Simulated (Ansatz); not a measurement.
Consider the following.

```yaml
crystal:
  lattice:
    - [4.41878, -0.00973, 0.00000]
    - [0.40532, 6.09552, 0.00000]
    - [-2.00673, 3.05262, 2.10915]
  atoms:
    - { symbol: Ge, position: [0.01335, 0.00668, 0.00000] }
    - { symbol: Te, position: [0.94463, 0.47232, 0.00000] }
```

The cell was relaxed by PBE-D3(BJ); by r2SCAN it stands under a pressure of -1.0 GPa.

Transport runs along the normal of the first two printed cell vectors, the (110) plane of the conventional cell.

The gap is the functional's own. No spin-orbit coupling. Mid-gap values are those at the computed energy nearest the middle.

Estimate the band gap and the smallest decay constant κ at mid-gap that r2SCAN (Ansatz, an electronic-structure program) returns for this system.

Gap 0.66 eV on a 14×14×14 mesh; κ = 0.072 1/Å, at (0.500, 0.500) of the in-plane reciprocal vectors. At the zone centre the slowest state has κ = 0.18 1/Å.
